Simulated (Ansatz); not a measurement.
WS2 (Tungstenite):

```
W S
1.0
     3.18000    0.00000    0.00000
    -1.59000    2.75396    0.00000
     0.00000    0.00000   12.50000
W S
2 4
Direct
  0.66667 0.33333 0.75000
  0.33333 0.66667 0.25000
  0.66667 0.33333 0.37500
  0.33333 0.66667 0.87500
  0.66667 0.33333 0.12500
  0.33333 0.66667 0.62500
```

- Program: Ansatz 0.2.0
- Task: single point
- Functional: PBEsol
- Potentials or basis: Ansatz PAW
- Cutoff: 420 eV (not typed: the program's choice for these potentials)
- k mesh: 10 × 10 × 3
- Occupations: fermi-dirac, width 0.05 eV
- Spin: no spin polarisation

On this cell: pressure -2.7 GPa; largest force 0.154 eV/Å; band gap on the k mesh 1.07 eV, indirect (least direct gap 2.08 eV).

The same run follows on a disturbed copy (atoms moved at random, drawn with an rms of 0.05 Å):

```
W S
1.0
     3.18000    0.00000    0.00000
    -1.59000    2.75396    0.00000
     0.00000    0.00000   12.50000
W S
2 4
Direct
  0.67041 0.33213 0.74851
  0.35153 0.67611 0.24816
  0.65055 0.32885 0.37056
  0.33238 0.66576 0.86980
  0.68359 0.34050 0.12215
  0.35274 0.67578 0.62642
```

**Question.** What changes?

**Answer.** The energy moves by +15.0 meV/atom; pressure 0.2 GPa; largest force 1.345 eV/Å; band gap on the k mesh 1.06 eV, indirect (least direct gap 1.89 eV).

Forces in eV/Å, atoms in the order of the input:
```
W    0.188  0.329 -0.153
W   -0.949 -0.460 -0.835
S    0.908  0.377  0.537
S    0.166 -0.013  0.801
S    0.040  0.081  0.305
S   -0.353 -0.313 -0.655
```

Stress tensor (GPa, compression positive):
```
-2.03 -0.64  3.01
-0.64 -1.14  1.29
 3.01  1.29  3.91
```

Caveats: odd divisions of the mesh miss points on the zone boundary, where band edges often lie, so the gap on the mesh can be too wide; spin-orbit coupling is left out, which moves the levels of the heavy elements; the PAW data sets come from PBE, with cores solved anew for the run's functional, which leaves a small shift of forces and pressure; this functional lacks dispersion, which binds the layers, so the pressure and a relaxed spacing across them are unreliable (some runs).

A k mesh can miss the band edges.
